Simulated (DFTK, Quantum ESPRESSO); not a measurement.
Given: the input of a run of Quantum ESPRESSO 7.5 on WC. The cell is a database's computed one, not the measured one.

pw.in

```
&CONTROL
  calculation = 'scf'
  prefix = 'pwscf'
  outdir = './tmp'
  pseudo_dir = './pseudo'
  tprnfor = .true.
  tstress = .true.
  disk_io = 'low'
/
&SYSTEM
  ibrav = 0
  nat = 2
  ntyp = 2
  ecutwfc = 56
  ecutrho = 448
  nbnd = 15
  occupations = 'smearing'
  smearing = 'fd'
  degauss = 0.00367493
/
&ELECTRONS
  conv_thr = 4d-10
  electron_maxstep = 120
  mixing_beta = 0.5
/
ATOMIC_SPECIES
W    183.8400 w_pbesol_v1.2.uspp.F.UPF
C     12.0110 c_pbesol_v1.2.uspp.F.UPF
CELL_PARAMETERS angstrom
   0.0000000000    2.1926840000    2.1926840000
   2.1926840000    0.0000000000    2.1926840000
   2.1926840000    2.1926840000    0.0000000000
ATOMIC_POSITIONS crystal
W      0.0000000000    0.0000000000    0.0000000000
C      0.5000000000    0.5000000000    0.5000000000
K_POINTS automatic
10 10 10 0 0 0
```

Contents of pp_density.in:

```
&INPUTPP
  prefix = 'pwscf'
  outdir = './tmp'
  filplot = 'density.dat'
  plot_num = 0
/
&PLOT
  nfile = 1
  filepp(1) = 'density.dat'
  iflag = 3
  output_format = 6
  fileout = 'density.cube'
/
```

File pp_potential.in:

```
&INPUTPP
  prefix = 'pwscf'
  outdir = './tmp'
  filplot = 'potential.dat'
  plot_num = 11
/
&PLOT
  nfile = 1
  filepp(1) = 'potential.dat'
  iflag = 3
  output_format = 6
  fileout = 'potential.cube'
/
```

Potentials or basis: GBRV 1.5 PBEsol.

The run is started by

```sh
$ OMP_NUM_THREADS=1 mpirun -n 2 pw.x -nk 2 -in pw.in > pw.out
$ OMP_NUM_THREADS=1 mpirun -n 1 pp.x -in pp_density.in > pp_density.out
$ OMP_NUM_THREADS=1 mpirun -n 1 pp.x -in pp_potential.in > pp_potential.out
```

Task: Translate it to DFTK 0.8.2. Potentials or basis there: PseudoDojo SR PBEsol 0.4.1 standard (PBEsol), cutoff 1116 eV.

Result: As run (cutoffs and basis follow the program's own potentials, and thresholds, step limits or extra output files can differ):

run.jl

```julia
using DFTK
using PseudoPotentialData
using Unitful, UnitfulAtomic
using LinearAlgebra, Printf
include("save.jl")
disable_threading()

# lattice vectors are the columns
lattice = austrip(1u"Å") * [           0.0       2.192684       2.192684;
                 2.192684            0.0       2.192684;
                 2.192684       2.192684            0.0]
symbols   = [:W, :C]
positions = [[0.0, 0.0, 0.0],
             [0.5, 0.5, 0.5]]
pseudopotentials = PseudoFamily("dojo.nc.sr.pbesol.v0_4_1.standard.upf")
elements = Dict(s => ElementPsp(s, pseudopotentials) for s in unique(symbols))
atoms    = [elements[s] for s in symbols]

build_model(lattice, positions; symmetries=true) =
    model_DFT(lattice, atoms, positions;
              functionals=PBEsol(),
              temperature=austrip(0.05u"eV"),
              smearing=Smearing.FermiDirac(),
              symmetries)
Ecut  = 41.0  # hartree
kgrid = [10, 10, 10]
tol   = 1e-6
to_GPa = ustrip(uconvert(u"GPa", 1u"hartree/bohr^3"))

model = build_model(lattice, positions)
basis = PlaneWaveBasis(model; Ecut, kgrid)
display(basis)
scfres = self_consistent_field(basis;
                               tol,
                               nbandsalg=AdaptiveBands(model; n_bands_converge=14))
display(scfres.energies)
@printf "Fermi level: %.6f eV\n" ustrip(auconvert(u"eV", something(scfres.εF, NaN)))
forces = compute_forces_cart(scfres)
println("Forces (eV/Å)")
for (s, f) in zip(symbols, forces)
    @printf "%-3s %12.6f %12.6f %12.6f\n" s ustrip.(auconvert.(u"eV/Å", f))...
end
stress = compute_stresses_cart(scfres)
println("Stress (GPa)")
display(round.(stress * to_GPa; digits=4))
println("Levels at the first k-point (eV): ", round.(ustrip.(auconvert.(u"eV", scfres.eigenvalues[1][1:scfres.n_bands_converge])); digits=4))
save_scf!(scfres; forces, stress)
```

Potentials or basis: dojo.nc.sr.pbesol.v0_4_1.standard.upf (PBEsol).

Command:

```sh
$ julia --threads=1 run.jl  # save.jl only writes the numbers to a file and isn't shown; printed stress counts tension as positive; times include loading and compiling
```

Both were run:

|  | Quantum ESPRESSO | DFTK |
| --- | --- | --- |
| Pressure | -9.5 GPa | -9.9 GPa |

Pressure is positive in compression.
